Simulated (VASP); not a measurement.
# Si (I4_1/amd) in VASP: a series of runs, part 4 of 6

VASP 6.6.1.

### Step 47. Equation of state, PBE, 15.40 Å³/atom

INCAR reads:

```
SYSTEM = Si
PREC = Low
ENCUT = 450
EDIFF = 1E-6
ISMEAR = 0
SIGMA = 0.05
LREAL = .FALSE.
LASPH = .TRUE.
NELM = 100
ALGO = Normal
ISIF = 2
LWAVE = .FALSE.
LCHARG = .FALSE.
GGA = PE
ADDGRID = .FALSE.
```

KPOINTS reads:

```
Automatic mesh
0
G
  6 6 6
  0 0 0
```

POSCAR reads:

```
Si
1.0
   -2.3948527653      2.3948527653      1.3424272893
    2.3948527653     -2.3948527653      1.3424272893
    2.3948527653      2.3948527653     -1.3424272893
Si
2
Direct
    0.5000000000      0.5000000000      0.0000000000
    0.2500000000      0.7500000000      0.5000000000
```

Launch:

```sh
$ cat potpaw_PBE.64/Si/POTCAR > POTCAR
$ mpirun -np 1 vasp_std > vasp.out
```

Run time: 3.5 s. Hardware: 1 thread of Intel Xeon Platinum 8488C (Sapphire Rapids), shared host; peak memory 0.11 GiB.

The run converged, but some of its settings lie outside the range that counts as converged, so its numbers aren't taken as properties of the crystal.

Results:

```yaml
Free_energy: -10.2080 eV
Pressure: -0.5 GPa
Band_gap_on_the_k_mesh: none (metal or under the smearing width)
```

Caveat: the k mesh is coarse (spacing up to 0.45 Å⁻¹), so the values aren't converged.

### Step 48. Equation of state, PBE, 14.50 Å³/atom

INCAR, as its differences from that of step 47:

```diff
@@ -1,3 +1,3 @@
 SYSTEM = Si
-PREC = Low
+PREC = Normal
 ENCUT = 450
```

KPOINTS is that of step 47.

POSCAR reads:

```
Si
1.0
   -2.3474174111      2.3474174111      1.3158375487
    2.3474174111     -2.3474174111      1.3158375487
    2.3474174111      2.3474174111     -1.3158375487
Si
2
Direct
    0.5000000000      0.5000000000      0.0000000000
    0.2500000000      0.7500000000      0.5000000000
```

Potentials or basis: VASP PAW PBE potentials, release 64 (Si).

Launch:

```sh
$ cat potpaw_PBE.64/Si/POTCAR > POTCAR
$ mpirun -np 1 vasp_std > vasp.out
```

Wall time 3.7 s (1 thread of Intel Xeon Platinum 8488C (Sapphire Rapids), shared host); peak memory 0.11 GiB.

The run converged, but some of its settings lie outside the range that counts as converged, so its numbers aren't taken as properties of the crystal.

Results:

| Quantity | Value |
| --- | --- |
| Free energy | -10.1745 eV |
| Pressure | 6.9 GPa |
| Band gap on the k mesh | none (metal or under the smearing width) |

Caveat: the k mesh is coarse (spacing up to 0.46 Å⁻¹), so the values aren't converged.

### Step 49. Equation of state, PBE, 15.40 Å³/atom

INCAR is that of step 48.

KPOINTS is that of step 48.

POSCAR reads:

```
Si
1.0
   -2.3948527653      2.3948527653      1.3424272893
    2.3948527653     -2.3948527653      1.3424272893
    2.3948527653      2.3948527653     -1.3424272893
Si
2
Direct
    0.5000000000      0.5000000000      0.0000000000
    0.2500000000      0.7500000000      0.5000000000
```

Launch:

```sh
$ cat potpaw_PBE.64/Si/POTCAR > POTCAR
$ mpirun -np 1 vasp_std > vasp.out
```

Run time: 3.6 s. Hardware: 1 thread of Intel Xeon Platinum 8488C (Sapphire Rapids), shared host; peak memory 0.11 GiB.

The run converged, but some of its settings lie outside the range that counts as converged, so its numbers aren't taken as properties of the crystal.

Results:

```yaml
Free_energy: -10.2080 eV
Pressure: -0.5 GPa
Band_gap_on_the_k_mesh: none (metal or under the smearing width)
```

Caveat: the k mesh is coarse (spacing up to 0.45 Å⁻¹), so the values aren't converged.

### Step 50. Equation of state, PBE, 14.50 Å³/atom

INCAR, as its differences from that of step 49:

```diff
@@ -1,3 +1,3 @@
 SYSTEM = Si
-PREC = Normal
+PREC = Accurate
 ENCUT = 450
@@ -6,3 +6,3 @@
 SIGMA = 0.05
-LREAL = .FALSE.
+LREAL = Auto
 LASPH = .TRUE.
```

KPOINTS is that of step 49.

POSCAR reads:

```
Si
1.0
   -2.3474174111      2.3474174111      1.3158375487
    2.3474174111     -2.3474174111      1.3158375487
    2.3474174111      2.3474174111     -1.3158375487
Si
2
Direct
    0.5000000000      0.5000000000      0.0000000000
    0.2500000000      0.7500000000      0.5000000000
```

Launch:

```sh
$ cat potpaw_PBE.64/Si/POTCAR > POTCAR
$ mpirun -np 1 vasp_std > vasp.out
```

Wall time 7.2 s (1 thread of Intel Xeon Platinum 8488C (Sapphire Rapids), shared host); peak memory 0.14 GiB.

The run converged, but some of its settings lie outside the range that counts as converged, so its numbers aren't taken as properties of the crystal.

What came out:

```
Free energy            : -10.1757 eV
Pressure               : 6.9 GPa
Band gap on the k mesh : none (metal or under the smearing width)
```

Caveat: the k mesh is coarse (spacing up to 0.46 Å⁻¹), so the values aren't converged.

### Step 51. Equation of state, PBE, 15.40 Å³/atom

INCAR is that of step 50.

KPOINTS is that of step 50.

POSCAR reads:

```
Si
1.0
   -2.3948527653      2.3948527653      1.3424272893
    2.3948527653     -2.3948527653      1.3424272893
    2.3948527653      2.3948527653     -1.3424272893
Si
2
Direct
    0.5000000000      0.5000000000      0.0000000000
    0.2500000000      0.7500000000      0.5000000000
```

Potentials or basis: VASP PAW PBE potentials, release 64 (Si).

Launch:

```sh
$ cat potpaw_PBE.64/Si/POTCAR > POTCAR
$ mpirun -np 1 vasp_std > vasp.out
```

It took 7.6 s on 1 thread of Intel Xeon Platinum 8488C (Sapphire Rapids), shared host; peak memory 0.14 GiB.

These settings aren't checked as converged: the numbers below hold their error.

What came out:

| Property | Result |
| --- | --- |
| Free energy | -10.2091 eV |
| Pressure | -0.5 GPa |
| Band gap on the k mesh | none (metal or under the smearing width) |

Caveat: the k mesh is coarse (spacing up to 0.45 Å⁻¹), so the values aren't converged.

### Step 52. Equation of state, PBE, 14.50 Å³/atom

INCAR, as its differences from that of step 51:

```diff
@@ -3,6 +3,6 @@
 ENCUT = 450
-EDIFF = 1E-6
+EDIFF = 0.01
 ISMEAR = 0
 SIGMA = 0.05
-LREAL = Auto
+LREAL = .FALSE.
 LASPH = .TRUE.
```

KPOINTS is that of step 51.

POSCAR reads:

```
Si
1.0
   -2.3474174111      2.3474174111      1.3158375487
    2.3474174111     -2.3474174111      1.3158375487
    2.3474174111      2.3474174111     -1.3158375487
Si
2
Direct
    0.5000000000      0.5000000000      0.0000000000
    0.2500000000      0.7500000000      0.5000000000
```

Launch:

```sh
$ cat potpaw_PBE.64/Si/POTCAR > POTCAR
$ mpirun -np 1 vasp_std > vasp.out
```

Wall time 4.1 s (1 thread of Intel Xeon Platinum 8488C (Sapphire Rapids), shared host); peak memory 0.14 GiB.

These settings aren't checked as converged: the numbers below hold their error.

What came out:

| Item | Value |
| --- | --- |
| Free energy | -10.1744 eV |
| Pressure | 6.9 GPa |
| Band gap on the k mesh | none (metal or under the smearing width) |

Caveat: the k mesh is coarse (spacing up to 0.46 Å⁻¹), so the values aren't converged.

### Step 53. Equation of state, PBE, 15.40 Å³/atom

INCAR is that of step 52.

KPOINTS is that of step 52.

POSCAR reads:

```
Si
1.0
   -2.3948527653      2.3948527653      1.3424272893
    2.3948527653     -2.3948527653      1.3424272893
    2.3948527653      2.3948527653     -1.3424272893
Si
2
Direct
    0.5000000000      0.5000000000      0.0000000000
    0.2500000000      0.7500000000      0.5000000000
```

Launch:

```sh
$ cat potpaw_PBE.64/Si/POTCAR > POTCAR
$ mpirun -np 1 vasp_std > vasp.out
```

Wall time 4 s (1 thread of Intel Xeon Platinum 8488C (Sapphire Rapids), shared host); peak memory 0.14 GiB.

These settings aren't checked as converged: the numbers below hold their error.

Results:

- Free energy: -10.2080 eV
- Pressure: -0.6 GPa
- Band gap on the k mesh: none (metal or under the smearing width)

Caveat: the k mesh is coarse (spacing up to 0.45 Å⁻¹), so the values aren't converged.

### Step 54. Equation of state, PBE, 14.50 Å³/atom

INCAR, as its differences from that of step 53:

```diff
@@ -3,3 +3,3 @@
 ENCUT = 450
-EDIFF = 0.01
+EDIFF = 0.001
 ISMEAR = 0
```

KPOINTS is that of step 53.

POSCAR reads:

```
Si
1.0
   -2.3474174111      2.3474174111      1.3158375487
    2.3474174111     -2.3474174111      1.3158375487
    2.3474174111      2.3474174111     -1.3158375487
Si
2
Direct
    0.5000000000      0.5000000000      0.0000000000
    0.2500000000      0.7500000000      0.5000000000
```

Potentials or basis: VASP PAW PBE potentials, release 64 (Si).

Launch:

```sh
$ cat potpaw_PBE.64/Si/POTCAR > POTCAR
$ mpirun -np 1 vasp_std > vasp.out
```

Wall time 4.5 s (1 thread of Intel Xeon Platinum 8488C (Sapphire Rapids), shared host); peak memory 0.14 GiB.

The run converged, but some of its settings lie outside the range that counts as converged, so its numbers aren't taken as properties of the crystal.

What came out:

```
Free energy            : -10.1745 eV
Pressure               : 6.9 GPa
Band gap on the k mesh : none (metal or under the smearing width)
```

Caveat: the k mesh is coarse (spacing up to 0.46 Å⁻¹), so the values aren't converged.

### Step 55. Equation of state, PBE, 15.40 Å³/atom

INCAR is that of step 54.

KPOINTS is that of step 54.

POSCAR reads:

```
Si
1.0
   -2.3948527653      2.3948527653      1.3424272893
    2.3948527653     -2.3948527653      1.3424272893
    2.3948527653      2.3948527653     -1.3424272893
Si
2
Direct
    0.5000000000      0.5000000000      0.0000000000
    0.2500000000      0.7500000000      0.5000000000
```

Launch:

```sh
$ cat potpaw_PBE.64/Si/POTCAR > POTCAR
$ mpirun -np 1 vasp_std > vasp.out
```

Wall time 4.6 s (1 thread of Intel Xeon Platinum 8488C (Sapphire Rapids), shared host); peak memory 0.14 GiB.

The run converged, but some of its settings lie outside the range that counts as converged, so its numbers aren't taken as properties of the crystal.

What came out:

* Free energy: -10.2080 eV
* Pressure: -0.5 GPa
* Band gap on the k mesh: none (metal or under the smearing width)

Caveat: the k mesh is coarse (spacing up to 0.45 Å⁻¹), so the values aren't converged.

### Step 56. Equation of state, PBE, 14.50 Å³/atom

INCAR, as its differences from that of step 55:

```diff
@@ -3,3 +3,3 @@
 ENCUT = 450
-EDIFF = 0.001
+EDIFF = 1E-4
 ISMEAR = 0
```

KPOINTS is that of step 55.

POSCAR reads:

```
Si
1.0
   -2.3474174111      2.3474174111      1.3158375487
    2.3474174111     -2.3474174111      1.3158375487
    2.3474174111      2.3474174111     -1.3158375487
Si
2
Direct
    0.5000000000      0.5000000000      0.0000000000
    0.2500000000      0.7500000000      0.5000000000
```

Launch:

```sh
$ cat potpaw_PBE.64/Si/POTCAR > POTCAR
$ mpirun -np 1 vasp_std > vasp.out
```

Wall time 4.7 s (1 thread of Intel Xeon Platinum 8488C (Sapphire Rapids), shared host); peak memory 0.14 GiB.

These settings aren't checked as converged: the numbers below hold their error.

Results:

```yaml
Free_energy: -10.1745 eV
Pressure: 6.9 GPa
Band_gap_on_the_k_mesh: none (metal or under the smearing width)
```

Caveat: the k mesh is coarse (spacing up to 0.46 Å⁻¹), so the values aren't converged.

### Step 57. Equation of state, PBE, 15.40 Å³/atom

INCAR is that of step 56.

KPOINTS is that of step 56.

POSCAR reads:

```
Si
1.0
   -2.3948527653      2.3948527653      1.3424272893
    2.3948527653     -2.3948527653      1.3424272893
    2.3948527653      2.3948527653     -1.3424272893
Si
2
Direct
    0.5000000000      0.5000000000      0.0000000000
    0.2500000000      0.7500000000      0.5000000000
```

Potentials or basis: VASP PAW PBE potentials, release 64 (Si).

Launch:

```sh
$ cat potpaw_PBE.64/Si/POTCAR > POTCAR
$ mpirun -np 1 vasp_std > vasp.out
```

Run time: 4.6 s. Hardware: 1 thread of Intel Xeon Platinum 8488C (Sapphire Rapids), shared host; peak memory 0.14 GiB.

The run converged, but some of its settings lie outside the range that counts as converged, so its numbers aren't taken as properties of the crystal.

What came out:

```yaml
Free_energy: -10.2080 eV
Pressure: -0.5 GPa
Band_gap_on_the_k_mesh: none (metal or under the smearing width)
```

Caveat: the k mesh is coarse (spacing up to 0.45 Å⁻¹), so the values aren't converged.

### Step 58. Equation of state, PBE, 14.50 Å³/atom

INCAR, as its differences from that of step 57:

```diff
@@ -3,3 +3,3 @@
 ENCUT = 450
-EDIFF = 1E-4
+EDIFF = 1E-5
 ISMEAR = 0
```

KPOINTS is that of step 57.

POSCAR reads:

```
Si
1.0
   -2.3474174111      2.3474174111      1.3158375487
    2.3474174111     -2.3474174111      1.3158375487
    2.3474174111      2.3474174111     -1.3158375487
Si
2
Direct
    0.5000000000      0.5000000000      0.0000000000
    0.2500000000      0.7500000000      0.5000000000
```

Launch:

```sh
$ cat potpaw_PBE.64/Si/POTCAR > POTCAR
$ mpirun -np 1 vasp_std > vasp.out
```

It took 4.9 s on 1 thread of Intel Xeon Platinum 8488C (Sapphire Rapids), shared host; peak memory 0.14 GiB.

The run converged, but some of its settings lie outside the range that counts as converged, so its numbers aren't taken as properties of the crystal.

Results:

- Free energy: -10.1745 eV
- Pressure: 6.9 GPa
- Band gap on the k mesh: none (metal or under the smearing width)

Caveat: the k mesh is coarse (spacing up to 0.46 Å⁻¹), so the values aren't converged.

### Step 59. Equation of state, PBE, 15.40 Å³/atom

INCAR is that of step 58.

KPOINTS is that of step 58.

POSCAR reads:

```
Si
1.0
   -2.3948527653      2.3948527653      1.3424272893
    2.3948527653     -2.3948527653      1.3424272893
    2.3948527653      2.3948527653     -1.3424272893
Si
2
Direct
    0.5000000000      0.5000000000      0.0000000000
    0.2500000000      0.7500000000      0.5000000000
```

Launch:

```sh
$ cat potpaw_PBE.64/Si/POTCAR > POTCAR
$ mpirun -np 1 vasp_std > vasp.out
```

Run time: 5.1 s. Hardware: 1 thread of Intel Xeon Platinum 8488C (Sapphire Rapids), shared host; peak memory 0.14 GiB.

The run converged, but some of its settings lie outside the range that counts as converged, so its numbers aren't taken as properties of the crystal.

Results:

- Free energy: -10.2080 eV
- Pressure: -0.5 GPa
- Band gap on the k mesh: none (metal or under the smearing width)

Caveat: the k mesh is coarse (spacing up to 0.45 Å⁻¹), so the values aren't converged.

### Step 60. Equation of state, PBE, 14.50 Å³/atom

INCAR, as its differences from that of step 59:

```diff
@@ -3,3 +3,3 @@
 ENCUT = 450
-EDIFF = 1E-5
+EDIFF = 1E-6
 ISMEAR = 0
@@ -14,2 +14,2 @@
 GGA = PE
-ADDGRID = .FALSE.
+ADDGRID = .TRUE.
```

KPOINTS is that of step 59.

POSCAR reads:

```
Si
1.0
   -2.3474174111      2.3474174111      1.3158375487
    2.3474174111     -2.3474174111      1.3158375487
    2.3474174111      2.3474174111     -1.3158375487
Si
2
Direct
    0.5000000000      0.5000000000      0.0000000000
    0.2500000000      0.7500000000      0.5000000000
```

Potentials or basis: VASP PAW PBE potentials, release 64 (Si).

Launch:

```sh
$ cat potpaw_PBE.64/Si/POTCAR > POTCAR
$ mpirun -np 1 vasp_std > vasp.out
```

It took 6.9 s on 1 thread of Intel Xeon Platinum 8488C (Sapphire Rapids), shared host; peak memory 0.2 GiB.

These settings aren't checked as converged: the numbers below hold their error.

Results:

```
Free energy            : -10.1745 eV
Pressure               : 6.9 GPa
Band gap on the k mesh : none (metal or under the smearing width)
```

Caveat: the k mesh is coarse (spacing up to 0.46 Å⁻¹), so the values aren't converged.

### Step 61. Equation of state, PBE, 15.40 Å³/atom

INCAR is that of step 60.

KPOINTS is that of step 60.

POSCAR reads:

```
Si
1.0
   -2.3948527653      2.3948527653      1.3424272893
    2.3948527653     -2.3948527653      1.3424272893
    2.3948527653      2.3948527653     -1.3424272893
Si
2
Direct
    0.5000000000      0.5000000000      0.0000000000
    0.2500000000      0.7500000000      0.5000000000
```

Launch:

```sh
$ cat potpaw_PBE.64/Si/POTCAR > POTCAR
$ mpirun -np 1 vasp_std > vasp.out
```

Wall time 6.8 s (1 thread of Intel Xeon Platinum 8488C (Sapphire Rapids), shared host); peak memory 0.2 GiB.

The run converged, but some of its settings lie outside the range that counts as converged, so its numbers aren't taken as properties of the crystal.

What came out:

| Quantity | Value |
| --- | --- |
| Free energy | -10.2080 eV |
| Pressure | -0.5 GPa |
| Band gap on the k mesh | none (metal or under the smearing width) |

Caveat: the k mesh is coarse (spacing up to 0.45 Å⁻¹), so the values aren't converged.

### Step 62. Equation of state, PBE, 14.50 Å³/atom

INCAR, as its differences from that of step 61:

```diff
@@ -7,3 +7,3 @@
 LREAL = .FALSE.
-LASPH = .TRUE.
+LASPH = .FALSE.
 NELM = 100
@@ -14,2 +14,2 @@
 GGA = PE
-ADDGRID = .TRUE.
+ADDGRID = .FALSE.
```

KPOINTS is that of step 61.

POSCAR reads:

```
Si
1.0
   -2.3474174111      2.3474174111      1.3158375487
    2.3474174111     -2.3474174111      1.3158375487
    2.3474174111      2.3474174111     -1.3158375487
Si
2
Direct
    0.5000000000      0.5000000000      0.0000000000
    0.2500000000      0.7500000000      0.5000000000
```

Launch:

```sh
$ cat potpaw_PBE.64/Si/POTCAR > POTCAR
$ mpirun -np 1 vasp_std > vasp.out
```

Run time: 5.3 s. Hardware: 1 thread of Intel Xeon Platinum 8488C (Sapphire Rapids), shared host; peak memory 0.14 GiB.

These settings aren't checked as converged: the numbers below hold their error.

What came out:

```
Free energy            : -10.1745 eV
Pressure               : 6.9 GPa
Band gap on the k mesh : none (metal or under the smearing width)
```

Caveat: the k mesh is coarse (spacing up to 0.46 Å⁻¹), so the values aren't converged.

### Step 63. Equation of state, PBE, 15.40 Å³/atom

INCAR is that of step 62.

KPOINTS is that of step 62.

POSCAR reads:

```
Si
1.0
   -2.3948527653      2.3948527653      1.3424272893
    2.3948527653     -2.3948527653      1.3424272893
    2.3948527653      2.3948527653     -1.3424272893
Si
2
Direct
    0.5000000000      0.5000000000      0.0000000000
    0.2500000000      0.7500000000      0.5000000000
```

Potentials or basis: VASP PAW PBE potentials, release 64 (Si).

Launch:

```sh
$ cat potpaw_PBE.64/Si/POTCAR > POTCAR
$ mpirun -np 1 vasp_std > vasp.out
```

It took 5.3 s on 1 thread of Intel Xeon Platinum 8488C (Sapphire Rapids), shared host; peak memory 0.14 GiB.

These settings aren't checked as converged: the numbers below hold their error.

What came out:

```
Free energy            : -10.2081 eV
Pressure               : -0.5 GPa
Band gap on the k mesh : none (metal or under the smearing width)
```

Caveat: the k mesh is coarse (spacing up to 0.45 Å⁻¹), so the values aren't converged.

### Step 64. Equation of state, PBE, 14.50 Å³/atom

INCAR reads:

```
SYSTEM = Si
PREC = Normal
ENCUT = 450
EDIFF = 1E-4
ISMEAR = 0
SIGMA = 0.05
LREAL = Auto
LASPH = .TRUE.
NELM = 100
ALGO = Normal
ISIF = 2
LWAVE = .FALSE.
LCHARG = .FALSE.
GGA = PE
ADDGRID = .FALSE.
```

KPOINTS is that of step 63.

POSCAR reads:

```
Si
1.0
   -2.3474174111      2.3474174111      1.3158375487
    2.3474174111     -2.3474174111      1.3158375487
    2.3474174111      2.3474174111     -1.3158375487
Si
2
Direct
    0.5000000000      0.5000000000      0.0000000000
    0.2500000000      0.7500000000      0.5000000000
```

Launch:

```sh
$ cat potpaw_PBE.64/Si/POTCAR > POTCAR
$ mpirun -np 1 vasp_std > vasp.out
```

Run time: 3.8 s. Hardware: 1 thread of Intel Xeon Platinum 8488C (Sapphire Rapids), shared host; peak memory 0.12 GiB.

The run converged, but some of its settings lie outside the range that counts as converged, so its numbers aren't taken as properties of the crystal.

What came out:

```yaml
Free_energy: -10.1744 eV
Pressure: 6.9 GPa
Band_gap_on_the_k_mesh: none (metal or under the smearing width)
```

Caveat: the k mesh is coarse (spacing up to 0.46 Å⁻¹), so the values aren't converged.

### Step 65. Equation of state, PBE, 15.40 Å³/atom

INCAR is that of step 64.

KPOINTS is that of step 64.

POSCAR reads:

```
Si
1.0
   -2.3948527653      2.3948527653      1.3424272893
    2.3948527653     -2.3948527653      1.3424272893
    2.3948527653      2.3948527653     -1.3424272893
Si
2
Direct
    0.5000000000      0.5000000000      0.0000000000
    0.2500000000      0.7500000000      0.5000000000
```

Launch:

```sh
$ cat potpaw_PBE.64/Si/POTCAR > POTCAR
$ mpirun -np 1 vasp_std > vasp.out
```

It took 3.9 s on 1 thread of Intel Xeon Platinum 8488C (Sapphire Rapids), shared host; peak memory 0.12 GiB.

These settings aren't checked as converged: the numbers below hold their error.

Results:

```yaml
Free_energy: -10.2089 eV
Pressure: -0.4 GPa
Band_gap_on_the_k_mesh: none (metal or under the smearing width)
```

Caveat: the k mesh is coarse (spacing up to 0.45 Å⁻¹), so the values aren't converged.

### Step 66. Equation of state, PBE, 14.50 Å³/atom

INCAR reads:

```
SYSTEM = Si
PREC = Accurate
ENCUT = 400
EDIFF = 1E-6
ISMEAR = 0
SIGMA = 0.05
LREAL = .FALSE.
LASPH = .TRUE.
NELM = 100
ALGO = Normal
ISIF = 2
LWAVE = .FALSE.
LCHARG = .FALSE.
GGA = PE
ADDGRID = .FALSE.
```

KPOINTS reads:

```
Automatic mesh
0
G
  7 7 7
  0 0 0
```

POSCAR reads:

```
Si
1.0
   -2.3474174111      2.3474174111      1.3158375487
    2.3474174111     -2.3474174111      1.3158375487
    2.3474174111      2.3474174111     -1.3158375487
Si
2
Direct
    0.5000000000      0.5000000000      0.0000000000
    0.2500000000      0.7500000000      0.5000000000
```

Potentials or basis: VASP PAW PBE potentials, release 64 (Si).

Launch:

```sh
$ cat potpaw_PBE.64/Si/POTCAR > POTCAR
$ mpirun -np 1 vasp_std > vasp.out
```

Run time: 4 s. Hardware: 1 thread of Intel Xeon Platinum 8488C (Sapphire Rapids), shared host; peak memory 0.13 GiB.

The run converged, but some of its settings lie outside the range that counts as converged, so its numbers aren't taken as properties of the crystal.

Results:

```yaml
Free_energy: -10.2662 eV
Pressure: 7.1 GPa
Band_gap_on_the_k_mesh: none (metal or under the smearing width)
```

Caveat: the k mesh is coarse (spacing up to 0.39 Å⁻¹), so the values aren't converged.

[end of part 4 of 6]
